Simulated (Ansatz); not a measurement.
# From the elastic tensor of SiC at 22 GPa (stress–strain coefficients) to moduli and sound speeds

Theory: DFT PBEsol, scalar-relativistic, plane waves, PAW (Ansatz 0.2.0). Plane waves to 420 eV; Γ-centred k mesh 12×12×12; fixed occupations. No spin polarisation.

The structure is cubic, space group F-43m (No. 216). Conventional cell: a = 4.236 Å, b = 4.236 Å, c = 4.236 Å, α = 90.00°, β = 90.00°, γ = 90.00°. Si (site symmetry -43m) is surrounded by 4 C at 1.83 Å. Around C (site symmetry -43m) lie 4 Si at 1.83 Å.

Relaxed-ion constants (GPa, on the Cartesian axes of the calculation):
C11 = 470.5, C12 = 218.9, C13 = 218.9, C22 = 470.5, C23 = 218.9, C33 = 470.5, C44 = 274.6, C55 = 274.6, C66 = 274.6 GPa; the others vanish.

Density 3.504 g/cm³; 2 atoms in 19.00 Å³.

The values that follow are for a polycrystal of randomly turned grains, by Hill's mean where one number stands.

With S = C⁻¹: B_V = (C11+C22+C33+2(C12+C13+C23))/9, G_V = (C11+C22+C33−C12−C13−C23+3(C44+C55+C66))/15, 1/B_R = S11+S22+S33+2(S12+S13+S23), 15/G_R = 4(S11+S22+S33−S12−S13−S23)+3(S44+S55+S66); Hill is their mean. Then v_l = √((B+4G/3)/ρ), v_t = √(G/ρ), v_m = [(2/v_t³+1/v_l³)/3]^(−1/3) and Θ = (ħ/k_B)·v_m·(6π²n/V)^(1/3) for n atoms in the volume V; E = 9BG/(3B+G), ν = (3B−2G)/(2(3B+G)) and A^U = 5G_V/G_R + B_V/B_R − 6.

| Item | Value |
| --- | --- |
| Bulk modulus, Voigt / Reuss / Hill | 302.8 / 302.8 / 302.8 GPa |
| Shear modulus, Voigt / Reuss / Hill | 215.1 / 186.4 / 200.7 GPa |
| Young's modulus | 493 GPa |
| Poisson ratio | 0.229 |
| Pugh ratio B/G | 1.51 |
| Universal anisotropy index | 0.77 |
| Longitudinal and transverse sound speeds | 12760 and 7569 m/s |
| Debye temperature from the mean sound speed | 1178 K |

Cost: 1 run of about 0.71 core-minutes, on AMD EPYC 7R43 (Zen 3) (shared hosts).

Compressed SiC remains a stiff covalent network, but its resistance to shear depends strongly on direction. C44 is more than twice the tetragonal shear stiffness (C11 − C12)/2, so Young's modulus is largest along the ⟨111⟩ bond directions and smallest along ⟨100⟩. The reason lies in the tetrahedral geometry: a tetragonal shear leaves the bond lengths unchanged to first order and is opposed mainly by bond bending, whereas the C44 shear also stretches and compresses bonds, even after the sublattices relax. Purely central forces would place C12 above C44 by at least twice the pressure, since the relaxation of the sublattices lowers C44 and leaves C12 alone; instead it lies well below, a sign of strong angular forces from directional sp³ bonds. The high sound speeds and Debye temperature follow from this stiffness combined with light atoms.

The constants satisfy the cubic Born criteria, so the lattice resists small homogeneous strains at this pressure. That doesn't establish that zinc blende has the lowest enthalpy among the polytypes and the rocksalt phase, nor that phonons away from the zone centre are stable.
